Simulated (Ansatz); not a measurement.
Runs of Ansatz 0.2.0 on Co. Symmetry: P6_3/mmc, No. 194, hexagonal system. Conventional cell: a = 2.471 Å, b = 2.471 Å, c = 8.088 Å, α = 90.00°, β = 90.00°, γ = 120.00°. Around Co (site symmetry -6m2) lie 12 Co at 2.47 Å. Around Co (site symmetry -3m) lie 12 Co at 2.47 Å. 

| spin | k mesh | gap on the mesh (eV) | pressure (GPa) | moment (μB) |
| --- | --- | --- | --- | --- |
| non-collinear, random start | 9 × 9 × 3 | none | (a) | 6.26 |
| collinear, ferromagnetic start | 12 × 12 × 4 | none | 4.7 | 6.61 |
| collinear, ferrimagnetic start | 12 × 12 × 4 | none | 4.7 | 6.61 |
| off | 12 × 12 × 4 | none | -8.3 | - |

Alike in all rows: task single point; level PBE; potentials or basis Ansatz PAW; cell as given; cutoff (eV) 420; smearing fermi-dirac 0.05 eV.

Q: Estimate the missing entries.

A: (a) 3.1.

Caveats: the starting moments weren't kept (some runs).

A gap of «none» marks a metal or a gap under the smearing width.
